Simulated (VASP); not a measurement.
**What goes wrong when ZnSe (Stilleite) is relaxed with a bad input**

Some relaxations of ZnSe (Stilleite) get a fault in the input on purpose. Which of them show, and how? The starting structure is a measured crystal structure from the Crystallography Open Database. The first relaxation on each setting starts from this cell expanded by 3 % in volume.

Method: Kohn-Sham DFT with plane waves and PAW; PBEsol, in VASP 6.6.1.

**1. The structure**

Symmetry: F-43m, No. 216, cubic system. Conventional cell: a = 5.668 Å, b = 5.668 Å, c = 5.668 Å, α = 90.00°, β = 90.00°, γ = 90.00°. Nearest to Se lie 4 Zn at 2.45 Å. Nearest to Zn lie 4 Se at 2.45 Å. Farther neighbours and most contacts between anions are not listed.

**2. Reference relaxation**

This run starts from the cell of an earlier relaxation, which isn't shown; the restart sets up the plane waves anew.

INCAR reads:

```
SYSTEM = ZnSe
PREC = Accurate
ENCUT = 450
EDIFF = 1E-06
NELM = 100
ISMEAR = 0
SIGMA = 0.03
LREAL = .FALSE.
ALGO = Normal
GGA = PS
NBANDS = 15
LORBIT = 11
LWAVE = .FALSE.
LCHARG = .FALSE.
KPAR = 8
IBRION = 2
NSW = 50
ISIF = 3
EDIFFG = -0.006
```

POSCAR reads:

```
ZnSe
1.0
    0.0000000000      2.8202244506      2.8202244506
    2.8202244506      0.0000000000      2.8202244506
    2.8202244506      2.8202244506      0.0000000000
Se Zn
1 1
Direct
    0.7500000000      0.7500000000      0.7500000000
    0.0000000000      0.0000000000      0.0000000000
```

KPOINTS reads:

```
Automatic mesh
0
Gamma
6 6 6
0 0 0
```

Potentials, in the order of the species: Se and Zn (PBE family, release 64).

Run with:

```sh
$ mpirun -np 8 vasp_std
```

Output:

```text
[banner, memory and clock lines left out]
running    8 mpi-ranks, on    1 nodes
 distrk:  each k-point on    1 cores,    8 groups
 distr:  one band on    1 cores,    1 groups

 POSCAR found type information on POSCAR SeZn
 POSCAR found :  2 types and       2 ions
|                                                                             |
|           W    W    AA    RRRRR   N    N  II  N    N   GGGG   !!!           |
|           W    W   A  A   R    R  NN   N  II  NN   N  G    G  !!!           |
|           W    W  A    A  R    R  N N  N  II  N N  N  G       !!!           |
|           W WW W  AAAAAA  RRRRR   N  N N  II  N  N N  G  GGG   !            |
|           WW  WW  A    A  R   R   N   NN  II  N   NN  G    G                |
|           W    W  A    A  R    R  N    N  II  N    N   GGGG   !!!           |
|                                                                             |
|     For optimal performance we recommend to set                             |
|       NCORE = 2 up to number-of-cores-per-socket                            |
|     NCORE specifies how many cores store one orbital (NPAR=cpu/NCORE).      |
|     This setting can greatly improve the performance of VASP for DFT.       |
|     The default, NCORE=1 might be grossly inefficient on modern             |
|     multi-core architectures or massively parallel machines. Do your        |
|     Unfortunately you need to use the default for GW and RPA                |
|     calculations (for HF NCORE is supported but not extensively tested      |
|     yet).                                                                   |
|                                                                             |

|                                                                             |
|               ----> ADVICE to this user running VASP <----                  |
|                                                                             |
|     You enforced a specific xc type in the INCAR file but a different       |
|     [... a line on the potential file left out ...]
|     I HOPE YOU KNOW WHAT YOU ARE DOING!                                     |
|                                                                             |

 LDA part: xc-table for (Slater+PW92), standard interpolation
 POSCAR, INCAR and KPOINTS ok, starting setup
 FFT: planning ... GRIDC
 FFT: planning ... GRID_SOFT
 FFT: planning ... GRID
 WAVECAR not read
 entering main loop
       N       E                     dE             d eps       ncg     rms          rms(c)
DAV:   1     0.798837312283E+02    0.79884E+02   -0.82457E+03   480   0.127E+03
DAV:   2    -0.201242342947E+01   -0.81896E+02   -0.77542E+02   515   0.237E+02
DAV:   3    -0.703270951956E+01   -0.50203E+01   -0.49990E+01   613   0.609E+01
DAV:   4    -0.707330488899E+01   -0.40595E-01   -0.40589E-01   536   0.564E+00
DAV:   5    -0.707350944762E+01   -0.20456E-03   -0.20456E-03   641   0.376E-01    0.479E+00
DAV:   6    -0.678649131990E+01    0.28702E+00   -0.66776E-01   600   0.290E+01    0.372E+00
DAV:   7    -0.676765723852E+01    0.18834E-01   -0.18176E-01   515   0.413E+00    0.162E+00
DAV:   8    -0.676518930075E+01    0.24679E-02   -0.41047E-03   618   0.673E-01    0.440E-01
DAV:   9    -0.676498611616E+01    0.20318E-03   -0.82800E-04   571   0.331E-01    0.667E-02
DAV:  10    -0.676504270103E+01   -0.56585E-04   -0.20978E-04   587   0.186E-01    0.233E-02
DAV:  11    -0.676503259960E+01    0.10101E-04   -0.35902E-05   682   0.892E-02    0.414E-03
DAV:  12    -0.676503285641E+01   -0.25681E-06   -0.62620E-06   550   0.178E-02
   1 F= -.67650329E+01 E0= -.67650329E+01  d E =-.676503E+01
 curvature:   0.00 expect dE= 0.000E+00 dE for cont linesearch  0.000E+00
 trial: gam= 0.00000 g(F)=  0.781E-45 g(S)=  0.492E-05 ort = 0.000E+00 (trialstep = 0.100E+01)
 search vector abs. value=  0.492E-05
 reached required accuracy - stopping structural energy minimisation
```

Run time: 1.8 s. Hardware: 8 MPI ranks of Intel Xeon 6975P-C (Granite Rapids), shared host; peak memory 1.2 GiB.

The logs omit lines about the potential files and the build; timing stands in the text.

OUTCAR, selected parts (step 2):

```text
ion  position               nearest neighbor table
   1  0.750  0.750  0.750-   2 2.44   2 2.44   2 2.44   2 2.44
   2  0.000  0.000  0.000-   1 2.44   1 2.44   1 2.44   1 2.44

  LATTYP: Found a face centered cubic cell.
 ALAT       =     5.6404489012

 Subroutine GETGRP returns: Found 24 space group operations
 (whereof 24 operations were pure point group operations)

The static configuration has the point symmetry T_d .

 Found     16 irreducible k-points:

   k-points           NKPTS =     16   k-points in BZ     NKDIM =     16   number of bands    NBANDS=     15

   dimension x,y,z NGX =    28 NGY =   28 NGZ =   28
   dimension x,y,z NGXF=    56 NGYF=   56 NGZF=   56

   ENCUT  =  450.0 eV  33.07 Ry    5.75 a.u.   6.90  6.90  6.90*2*pi/ulx,y,z

   NELECT =      18.0000    total number of electrons

 k-points in reciprocal lattice and weights: Automatic mesh
   0.00000000  0.00000000  0.00000000       0.005
   0.16666667  0.00000000  0.00000000       0.037
   0.33333333  0.00000000  0.00000000       0.037
   0.50000000  0.00000000  0.00000000       0.019
   0.16666667  0.16666667  0.00000000       0.028
   0.33333333  0.16666667  0.00000000       0.111
   0.50000000  0.16666667  0.00000000       0.111
  -0.33333333  0.16666667  0.00000000       0.111
  -0.16666667  0.16666667  0.00000000       0.056
[...]
-0.33333333  0.33333333  0.16666667       0.111
  -0.33333333  0.50000000  0.16666667       0.056

 average (electrostatic) potential at core
       1 -55.8336       2 -36.8434

 E-fermi :   1.8253

 k-point     1 :       0.0000    0.0000    0.0000
  band No.  band energies     occupation
    ...
      5      -4.6141      2.00000
      6      -4.6141      2.00000
      7       1.6169      2.00000
      8       1.6169      2.00000
      9       1.6169      2.00000
     10       2.8418      0.00000
     11       7.3391      0.00000
     12       7.3391      0.00000
     13       7.3391      0.00000
     14      11.4070      0.00000
    ...

 k-point     2 :       0.1667    0.0000    0.0000
  band No.  band energies     occupation
    ...
      5      -4.6160      2.00000
      6      -4.6160      2.00000
      7      -0.3446      2.00000
      8       1.3541      2.00000
      9       1.3541      2.00000
     10       4.1244      0.00000
     11       7.4101      0.00000
     12       7.7515      0.00000
     13       7.7515      0.00000
     14      12.0144      0.00000
    ...

 k-point     3 :       0.3333    0.0000    0.0000
  band No.  band energies     occupation
    ...
      5      -4.6074      2.00000
      6      -4.6074      2.00000
      7      -2.5417      2.00000
      8       0.9122      2.00000
      9       0.9122      2.00000
     10       4.2255      0.00000
     11       8.0168      0.00000
     12       8.0168      0.00000
     13       9.1222      0.00000
     14      11.8767      0.00000
    ...

  Total       -0.0082471     -0.0082471     -0.0082471      0.0000000      0.0000000      0.0000000
  in kB       -0.2945309     -0.2945309     -0.2945309      0.0000000      0.0000000      0.0000000
  external PRESSURE =      -0.2945309 kB  Pullay stress =       0.0000000 kB

  energy-cutoff  :      450.00
  volume of cell :       44.86
      direct lattice vectors                 reciprocal lattice vectors
     0.000000000  2.820224451  2.820224451    -0.177290854  0.177290854  0.177290854
     2.820224451  0.000000000  2.820224451     0.177290854 -0.177290854  0.177290854
     2.820224451  2.820224451  0.000000000     0.177290854  0.177290854 -0.177290854

 POSITION                                       TOTAL-FORCE (eV/Angst)
 -----------------------------------------------------------------------------------
      4.23034      4.23034      4.23034        -0.000000     -0.000000     -0.000000
      0.00000      0.00000      0.00000         0.000000      0.000000      0.000000
 -----------------------------------------------------------------------------------
    total drift:                               -0.000001     -0.000001     -0.000001

  FREE ENERGIE OF THE ION-ELECTRON SYSTEM (eV)
  ---------------------------------------------------
  free  energy   TOTEN  =        -6.7650328564 eV

  energy  without entropy=       -6.7650328564  energy(sigma->0) =       -6.76503286

 reached required accuracy - stopping structural energy minimisation

 total charge
# of ion       s       p       d       tot
------------------------------------------
    1        1.437   2.422   0.032   3.890
    2        0.540   0.462   9.786  10.788
--------------------------------------------------
tot          1.977   2.884   9.817  14.678

[... 3 further parts left out ...]
```

The PAW data sets were made with PBE, which is usual practice but a small mismatch for other functionals. The run keeps the 24 symmetry operations of its start, so it cannot find a distortion of lower symmetry.

The reference relaxation ends at 22.431 Å³ an atom. Pressures at 0.985 and 1.015 times this volume, from two more relaxations that aren't shown, give a bulk modulus of 65.3 GPa.

**3. Relaxation with low precision and a small cutoff**

A slip made on purpose: low precision and a small cutoff. Against step 2 the input has PREC = Low and ENCUT = 220 (also changed: NELM).

INCAR: that of step 2 with these lines changed.

```diff
@@ -1,6 +1,6 @@
 SYSTEM = ZnSe
-PREC = Accurate
-ENCUT = 450
+PREC = Low
+ENCUT = 220
 EDIFF = 1E-06
-NELM = 100
+NELM = 60
 ISMEAR = 0
```

POSCAR reads:

```
ZnSe
1.0
    0.0000000000      2.8618592506      2.8618592506
    2.8618592506      0.0000000000      2.8618592506
    2.8618592506      2.8618592506      0.0000000000
Se Zn
1 1
Direct
    0.7500000000      0.7500000000      0.7500000000
    0.0000000000      0.0000000000      0.0000000000
```

KPOINTS is that of step 2.

Run with:

```sh
$ mpirun -np 8 vasp_std
```

Output:

```text
[banner, memory and clock lines left out]
running    8 mpi-ranks, on    1 nodes
[...]
[... a notice as in an earlier step ...]

 [... a notice as in an earlier step ...]

 LDA part: xc-table for (Slater+PW92), standard interpolation
 POSCAR, INCAR and KPOINTS ok, starting setup
[...]
entering main loop
       N       E                     dE             d eps       ncg     rms          rms(c)
DAV:   1     0.517495337606E+02    0.51750E+02   -0.55708E+03   488   0.673E+02
DAV:   2    -0.478051371835E+01   -0.56530E+02   -0.54617E+02   578   0.165E+02
DAV:   3    -0.696286934077E+01   -0.21824E+01   -0.21800E+01   515   0.352E+01
DAV:   4    -0.697214008276E+01   -0.92707E-02   -0.92704E-02   648   0.237E+00
[...]
DAV:  11    -0.660695812486E+01   -0.20436E-04   -0.36694E-05   529   0.422E-02    0.619E-03
DAV:  12    -0.660695640946E+01    0.17154E-05   -0.42913E-06   593   0.274E-02    0.212E-03
DAV:  13    -0.660695668150E+01   -0.27204E-06   -0.92230E-07   401   0.724E-03
   1 F= -.66069567E+01 E0= -.66069567E+01  d E =-.660696E+01
[... from here on, the cycles between the ionic steps are left out ...]
   2 F= -.60028117E+01 E0= -.60028117E+01  d E =0.604145E+00
[...]
DAV:   1    -0.153828704907E+02   -0.93801E+01   -0.11501E+02   501   0.243E+02BRMIX: very serious problems
[...]
BRMIX: very serious problems
[...]
BRMIX: very serious problems
   3 F= -.68771076E+01 E0= -.68771076E+01  d E =-.270151E+00
   4 F= -.68778027E+01 E0= -.68778027E+01  d E =-.270846E+00
   5 F= -.68777239E+01 E0= -.68777239E+01  d E =-.270767E+00
   6 F= -.68777214E+01 E0= -.68777214E+01  d E =0.258083E-05
   7 F= -.68778045E+01 E0= -.68778045E+01  d E =-.805459E-04
[...]
reached required accuracy - stopping structural energy minimisation
```

It took 1.4 s on 8 MPI ranks; peak memory 0.76 GiB.

From OUTCAR (step 3):

```text
  Total       -0.0038248     -0.0038248     -0.0038248      0.0000000      0.0000000      0.0000000
  in kB       -0.1477476     -0.1477476     -0.1477476      0.0000000      0.0000000      0.0000000
  external PRESSURE =      -0.1477476 kB  Pullay stress =       0.0000000 kB

 POSITION                                       TOTAL-FORCE (eV/Angst)
 -----------------------------------------------------------------------------------
      4.12112      4.12112      4.12112        -0.000000     -0.000000     -0.000000
      0.00000      0.00000      0.00000         0.000000      0.000000      0.000000
 -----------------------------------------------------------------------------------
    total drift:                               -0.000074     -0.000074     -0.000099

  FREE ENERGIE OF THE ION-ELECTRON SYSTEM (eV)
  ---------------------------------------------------
  free  energy   TOTEN  =        -6.8778044951 eV

  energy  without entropy=       -6.8778044951  energy(sigma->0) =       -6.87780450

[... 2 parts as in an earlier step ...]

[... 2 further parts left out ...]
[key lines of the parts left out:]
E-fermi :   2.5035
```

With low precision and a small cutoff the cell ends at 20.738 Å³ an atom, -7.55 % from the reference.

**4. Relaxation with an ionic step far too long**

A slip made on purpose: an ionic step far too long. Against step 2 the input has IBRION = 1 and POTIM = 2 (also changed: NELM and NSW).

INCAR reads:

```
SYSTEM = ZnSe
PREC = Accurate
ENCUT = 450
EDIFF = 1E-06
NELM = 60
ISMEAR = 0
SIGMA = 0.03
LREAL = .FALSE.
ALGO = Normal
GGA = PS
NBANDS = 15
LORBIT = 11
LWAVE = .FALSE.
LCHARG = .FALSE.
KPAR = 8
IBRION = 1
NSW = 30
ISIF = 3
EDIFFG = -0.006
POTIM = 2
```

POSCAR is that of step 3.

KPOINTS is that of step 3.

Run with:

```sh
$ mpirun -np 8 vasp_std
```

Output:

```text
[... set-up lines as in an earlier step ...]
 entering main loop
       N       E                     dE             d eps       ncg     rms          rms(c)
DAV:   1     0.797254943271E+02    0.79725E+02   -0.81930E+03   488   0.122E+03
DAV:   2    -0.192977675012E+01   -0.81655E+02   -0.76958E+02   508   0.241E+02
DAV:   3    -0.701775085174E+01   -0.50880E+01   -0.50651E+01   606   0.602E+01
DAV:   4    -0.705599936088E+01   -0.38249E-01   -0.38245E-01   508   0.564E+00
[...]
DAV:  10    -0.674885297200E+01   -0.57298E-04   -0.17132E-04   580   0.147E-01    0.182E-02
DAV:  11    -0.674884752222E+01    0.54498E-05   -0.28441E-05   640   0.746E-02    0.380E-03
DAV:  12    -0.674884797073E+01   -0.44851E-06   -0.46151E-06   592   0.143E-02
   1 F= -.67488480E+01 E0= -.67488480E+01  d E =-.674885E+01
[...]
2 F= -.63876141E+01 E0= -.63876141E+01  d E =0.361234E+00
[...]
3 F= -.67654457E+01 E0= -.67654457E+01  d E =-.377832E+00
[...]
4 F= -.67660173E+01 E0= -.67660173E+01  d E =-.571661E-03
[...]
5 F= -.67660180E+01 E0= -.67660180E+01  d E =-.633755E-06
[...]
6 F= -.67660213E+01 E0= -.67660213E+01  d E =-.332689E-05
 BRION: g(F)=  0.155E-45 g(S)=  0.193E-05 retain N=  1 mean eig= 0.12
 eig:   0.123
 reached required accuracy - stopping structural energy minimisation
```

Run time: 5.8 s. Hardware: 8 MPI ranks; peak memory 1.4 GiB.

OUTCAR, selected parts (step 4):

```text
  Total        0.0025833      0.0025833      0.0025833     -0.0000000      0.0000000     -0.0000000
  in kB        0.0922577      0.0922577      0.0922577     -0.0000000      0.0000000     -0.0000000
  external PRESSURE =       0.0922577 kB  Pullay stress =       0.0000000 kB

 POSITION                                       TOTAL-FORCE (eV/Angst)
 -----------------------------------------------------------------------------------
      4.23037      4.23037      4.23037         0.000000     -0.000000     -0.000000
     -0.00000     -0.00000     -0.00000        -0.000000      0.000000      0.000000
 -----------------------------------------------------------------------------------
    total drift:                               -0.000001     -0.000001     -0.000001

  FREE ENERGIE OF THE ION-ELECTRON SYSTEM (eV)
  ---------------------------------------------------
  free  energy   TOTEN  =        -6.7660213000 eV

  energy  without entropy=       -6.7660213000  energy(sigma->0) =       -6.76602130

[... 2 parts as in an earlier step ...]

[... 2 further parts left out ...]
[key lines of the parts left out:]
E-fermi :   1.8251
```

With an ionic step far too long the cell ends at 22.432 Å³ an atom, +0.00 % from the reference.

**5. Relaxation with a k mesh far too coarse**

A slip made on purpose: a k mesh far too coarse. Against step 2 the input has a 2×2×2 mesh (also changed: NELM, NCORE and KPAR).

INCAR: that of step 4 with these lines changed.

```diff
@@ -14,7 +14,6 @@
 LCHARG = .FALSE.
-KPAR = 8
-IBRION = 1
-NSW = 30
+NCORE = 8
+IBRION = 2
+NSW = 50
 ISIF = 3
 EDIFFG = -0.006
-POTIM = 2
```

POSCAR is that of step 4.

KPOINTS reads:

```
Automatic mesh
0
Gamma
2 2 2
0 0 0
```

Run with:

```sh
$ mpirun -np 8 vasp_std
```

Output:

```text
[banner, memory and clock lines left out]
running    8 mpi-ranks, on    1 nodes
[...]
[... a notice as in an earlier step ...]

 [... a notice as in an earlier step ...]

 LDA part: xc-table for (Slater+PW92), standard interpolation
 POSCAR, INCAR and KPOINTS ok, starting setup
[...]
entering main loop
       N       E                     dE             d eps       ncg     rms          rms(c)
DAV:   1     0.788698577050E+02    0.78870E+02   -0.80477E+03    90   0.118E+03
DAV:   2    -0.112413137812E+01   -0.79994E+02   -0.72916E+02    97   0.224E+02
DAV:   3    -0.581098602370E+01   -0.46869E+01   -0.46713E+01   118   0.583E+01
DAV:   4    -0.584219638165E+01   -0.31210E-01   -0.31208E-01   111   0.495E+00
[...]
DAV:  11    -0.528152509120E+01   -0.82137E-04   -0.10870E-04    90   0.849E-02    0.112E-02
DAV:  12    -0.528152631746E+01   -0.12263E-05   -0.36318E-06   118   0.200E-02    0.319E-03
DAV:  13    -0.528152730579E+01   -0.98833E-06   -0.13816E-06    74   0.872E-03
   1 F= -.52815273E+01 E0= -.52815273E+01  d E =-.528153E+01
[... from here on, the cycles between the ionic steps are left out ...]
   2 F= -.53007070E+01 E0= -.53007070E+01  d E =-.191797E-01
   3 F= -.53020493E+01 E0= -.53020493E+01  d E =-.205220E-01
   4 F= -.53020343E+01 E0= -.53020343E+01  d E =-.205070E-01
   5 F= -.53020490E+01 E0= -.53020490E+01  d E =-.147441E-04
 trial-energy change:   -0.000015  1 .order   -0.000008   -0.000019    0.000003
 step:   0.9133(harm=  0.8300)  dis= 0.00000  next Energy=    -5.302049 (dE=-0.148E-04)
 reached required accuracy - stopping structural energy minimisation
```

Elapsed: 1.4 s, on 8 MPI ranks; peak memory 0.83 GiB; 7.7 s of CPU time.

[end of part 1 of 2]

[Lines on the potential files, build, host, timing and source positions are cut from VASP's logs without a mark.]

[Logs are printed without paths, hosts, clocks, repeated set-up lines and the standing remarks that a program may print on its own settings, such as how far it seeks lower states.]

[Hosts, paths, dates, database ids (printed as entryN), source tags and the programs' standing remarks are cut or masked in the printed files.]
